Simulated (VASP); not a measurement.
# GaN: how cutoff and mesh change the relaxed cell, part 2 of 2

Aim: test the relaxed volume of GaN against cutoff and mesh. The starting structure is a measured crystal structure from the Crystallography Open Database. The first relaxation on each setting starts from this cell expanded by 3 % in volume.

VASP 6.6.1.

Results so far: reference 11.35 Å³ an atom; a cutoff of 400 eV 11.15 Å³ an atom; a 4×4×3 mesh 11.35 Å³ an atom.

**5. Relaxation with a cutoff of 680 eV**

Level of this step: PBEsol; plane waves and PAW (Ga_d, N) (VASP).

Against step 2 the input has ENCUT = 680. This run starts from the cell of an earlier relaxation, which isn't shown; the restart sets up the plane waves anew.

INCAR reads:

```
SYSTEM = GaN
PREC = Accurate
ENCUT = 680
EDIFF = 1E-06
NELM = 100
ISMEAR = 0
SIGMA = 0.03
LREAL = .FALSE.
ALGO = Normal
GGA = PS
NBANDS = 24
LORBIT = 11
LWAVE = .FALSE.
LCHARG = .FALSE.
KPAR = 8
IBRION = 2
NSW = 50
ISIF = 3
EDIFFG = -0.006
```

POSCAR reads:

```
GaN
1.0
    3.1802712935      0.0000000000      0.0000000000
   -1.5901356467      2.7541957311      0.0000000000
    0.0000000000      0.0000000000      5.1815463999
Ga N
2 2
Direct
    0.3333333333      0.6666666667      0.0916740360
    0.6666666667      0.3333333333      0.5916740360
    0.3333333333      0.6666666667      0.4683259640
    0.6666666667      0.3333333333      0.9683259640
```

KPOINTS reads:

```
Automatic mesh
0
Gamma
8 8 4
0 0 0
```

The projector-augmented-wave data sets are Ga_d and N (PBE family, release 64).

Launch:

```sh
$ mpirun -np 8 vasp_std
```

The log of the run:

```text
[... set-up lines as in an earlier step ...]
 entering main loop
       N       E                     dE             d eps       ncg     rms          rms(c)
DAV:   1     0.302868205390E+03    0.30287E+03   -0.21092E+04  1520   0.329E+03
DAV:   2     0.955794396041E+01   -0.29331E+03   -0.28074E+03  1536   0.586E+02
DAV:   3    -0.286512870712E+02   -0.38209E+02   -0.37816E+02  1768   0.164E+02
DAV:   4    -0.299096008600E+02   -0.12583E+01   -0.12559E+01  1800   0.336E+01
[...]
DAV:  11    -0.262817170978E+02    0.94214E-04   -0.77534E-04  2248   0.495E-01    0.198E-02
DAV:  12    -0.262817227441E+02   -0.56463E-05   -0.11338E-04  1536   0.822E-02    0.157E-02
DAV:  13    -0.262817226161E+02    0.12803E-06   -0.65978E-06  1856   0.543E-02
   1 F= -.26281723E+02 E0= -.26281723E+02  d E =-.262817E+02
[...]
N       E                     dE             d eps       ncg     rms          rms(c)
DAV:   1    -0.262829749085E+02   -0.12522E-02   -0.18864E-02  1736   0.304E+00    0.225E-01
[...]
DAV:   6    -0.262816419681E+02    0.67852E-05   -0.58998E-06  1656   0.272E-02    0.619E-04
DAV:   7    -0.262816419937E+02   -0.25551E-07   -0.33202E-07   800   0.547E-03
   2 F= -.26281642E+02 E0= -.26281642E+02  d E =0.806225E-04
 trial-energy change:    0.000081  1 .order    0.000043   -0.000133    0.000218
 step:   0.2551(harm=  0.3780)  dis= 0.00002  next Energy=   -26.281739 (dE=-0.163E-04)
[...]
N       E                     dE             d eps       ncg     rms          rms(c)
DAV:   1    -0.262824635105E+02   -0.82154E-03   -0.10576E-02  1728   0.228E+00    0.167E-01
DAV:   2    -0.262819038191E+02    0.55969E-03   -0.13276E-03  1920   0.909E-01    0.795E-02
DAV:   3    -0.262817414864E+02    0.16233E-03   -0.29340E-04  2192   0.394E-01    0.162E-02
DAV:   4    -0.262817361824E+02    0.53040E-05   -0.42580E-05  1464   0.579E-02    0.136E-02
DAV:   5    -0.262817303681E+02    0.58143E-05   -0.32719E-06  1496   0.165E-02    0.813E-03
DAV:   6    -0.262817264193E+02    0.39488E-05   -0.28715E-06   952   0.203E-02    0.721E-04
DAV:   7    -0.262817264604E+02   -0.41080E-07   -0.60257E-07   776   0.706E-03
   3 F= -.26281726E+02 E0= -.26281726E+02  d E =-.384428E-05
[...]
reached required accuracy - stopping structural energy minimisation
```

Run time: 12 s. Hardware: 8 MPI ranks of Intel Xeon Platinum 8559C (Emerald Rapids), shared host; peak memory 1.8 GiB; 89 s of CPU time.

From OUTCAR (step 5):

```text
  Total        0.0044735      0.0044735      0.0073523      0.0000000      0.0000000      0.0000000
  in kB        0.1580103      0.1580103      0.2596928      0.0000000      0.0000000      0.0000000
  external PRESSURE =       0.1919045 kB  Pullay stress =       0.0000000 kB

 POSITION                                       TOTAL-FORCE (eV/Angst)
 -----------------------------------------------------------------------------------
     -0.00000      1.83578      0.47495        -0.000000     -0.000000      0.001508
      1.58984      0.91789      3.06526         0.000000     -0.000000      0.001508
     -0.00000      1.83578      2.42619        -0.000000      0.000000     -0.001508
      1.58984      0.91789      5.01650         0.000000      0.000000     -0.001508
 -----------------------------------------------------------------------------------
    total drift:                               -0.000000     -0.000000      0.000498

  FREE ENERGIE OF THE ION-ELECTRON SYSTEM (eV)
  ---------------------------------------------------
  free  energy   TOTEN  =       -26.2817264604 eV

  energy  without entropy=      -26.2817264604  energy(sigma->0) =      -26.28172646

[... 2 parts as in an earlier step ...]

[... 2 further parts left out ...]
[key lines of the parts left out:]
E-fermi :   5.4426
```

With a cutoff of 680 eV the cell ends at 11.340 Å³ an atom, -0.09 % from the reference.

**6. Relaxation with a 10×10×6 mesh**

Against step 2 the input has a 10×10×6 mesh. This run starts from the cell of an earlier relaxation, which isn't shown; the restart sets up the plane waves anew.

Changes to INCAR since step 5:

```diff
@@ -2,3 +2,3 @@
 PREC = Accurate
-ENCUT = 680
+ENCUT = 520
 EDIFF = 1E-06
```

POSCAR reads:

```
GaN
1.0
    3.1810806451      0.0000000000      0.0000000000
   -1.5905403225      2.7548966501      0.0000000000
    0.0000000000      0.0000000000      5.1825408758
Ga N
2 2
Direct
    0.3333333333      0.6666666667      0.0916696444
    0.6666666667      0.3333333333      0.5916696444
    0.3333333333      0.6666666667      0.4683303556
    0.6666666667      0.3333333333      0.9683303556
```

KPOINTS reads:

```
Automatic mesh
0
Gamma
10 10 6
0 0 0
```

Launch:

```sh
$ mpirun -np 8 vasp_std
```

The log of the run:

```text
[... set-up lines as in an earlier step ...]
 entering main loop
       N       E                     dE             d eps       ncg     rms          rms(c)
DAV:   1     0.271765659860E+03    0.27177E+03   -0.18074E+04  2848   0.281E+03
DAV:   2     0.396387490724E+01   -0.26780E+03   -0.25702E+03  2968   0.512E+02
DAV:   3    -0.288668202398E+02   -0.32831E+02   -0.32529E+02  3224   0.144E+02
DAV:   4    -0.298995508610E+02   -0.10327E+01   -0.10307E+01  3440   0.285E+01
[...]
DAV:  16    -0.262723801311E+02    0.12548E-05   -0.87023E-07  1728   0.993E-03    0.225E-02
DAV:  17    -0.262723789810E+02    0.11501E-05   -0.25472E-06  2440   0.127E-02    0.122E-02
DAV:  18    -0.262723787996E+02    0.18131E-06   -0.13523E-06  1928   0.849E-03
   1 F= -.26272379E+02 E0= -.26272379E+02  d E =-.262724E+02
[...]
reached required accuracy - stopping structural energy minimisation
```

The job ended after 10 s (8 MPI ranks; peak memory 1.6 GiB).

From OUTCAR (step 6):

```text
  Total       -0.0165382     -0.0165382     -0.0011612     -0.0000000      0.0000000      0.0000000
  in kB       -0.5834118     -0.5834118     -0.0409651     -0.0000000      0.0000000      0.0000000
  external PRESSURE =      -0.4025962 kB  Pullay stress =       0.0000000 kB

 POSITION                                       TOTAL-FORCE (eV/Angst)
 -----------------------------------------------------------------------------------
     -0.00000      1.83660      0.47508        -0.000000     -0.000000      0.001595
      1.59054      0.91830      3.06635         0.000000      0.000000      0.001595
     -0.00000      1.83660      2.42714        -0.000000     -0.000000     -0.001595
      1.59054      0.91830      5.01841         0.000000      0.000000     -0.001595
 -----------------------------------------------------------------------------------
    total drift:                               -0.000001     -0.000002      0.000730

  FREE ENERGIE OF THE ION-ELECTRON SYSTEM (eV)
  ---------------------------------------------------
  free  energy   TOTEN  =       -26.2723787996 eV

  energy  without entropy=      -26.2723787996  energy(sigma->0) =      -26.27237880

[... 1 part as in an earlier step ...]

[... 3 further parts left out ...]
[key lines of the parts left out:]
E-fermi :   5.4034
```

With a 10×10×6 mesh the cell ends at 11.354 Å³ an atom, +0.03 % from the reference.

**7. All runs side by side**

| run | volume (Å³/atom) | change (%) | pressure left (GPa) | core minutes |
| --- | --- | --- | --- | --- |
| reference | 11.35 | - | 0.03 | 3.07 |
| a cutoff of 400 eV | 11.147 | -1.79 | 0.01 | 2.91 |
| a 4×4×3 mesh | 11.353 | 0.02 | 0.0 | 1.17 |
| a cutoff of 680 eV | 11.34 | -0.09 | 0.02 | 5.07 |
| a 10×10×6 mesh | 11.354 | 0.03 | -0.04 | 4.4 |

Core minutes are wall time times ranks, summed over the relaxations behind a row (those for a bulk modulus apart), on shared hosts.

**8. What came out**

```
volume of the reference                          : 11.35 Å³/atom
volume against the reference, a cutoff of 400 eV : -1.79 %
volume against the reference, a 4×4×3 mesh       : +0.02 %
volume against the reference, a cutoff of 680 eV : -0.09 %
volume against the reference, a 10×10×6 mesh     : +0.03 %
```

In words: The volume moves most with a cutoff of 400 eV: -1.79 % against the reference (520 eV, 8×8×4 mesh). On finer settings it changes by -0.09 % with a cutoff of 680 eV and +0.03 % with a 10×10×6 mesh. The relaxations stop with up to 0.04 GPa left, which at a bulk modulus of 50 GPa, to name a scale, is 0.08 % of the volume, and more along a soft axis. That understates it: a restart alone still moved the volume by up to 0.6 %. A cell that shrinks at the lower cutoff is the usual mark of Pulay stress, the error that a plane-wave basis makes when it is kept while the volume changes. Further runs on this material are not shown.

[Lines on the potential files, build, host, timing and source positions are cut from VASP's logs without a mark.]

[Logs are printed without paths, hosts, clocks, repeated set-up lines and the standing remarks that a program may print on its own settings, such as how far it seeks lower states.]

[Hosts, paths, dates, database ids (printed as entryN), source tags and the programs' standing remarks are cut or masked in the printed files.]
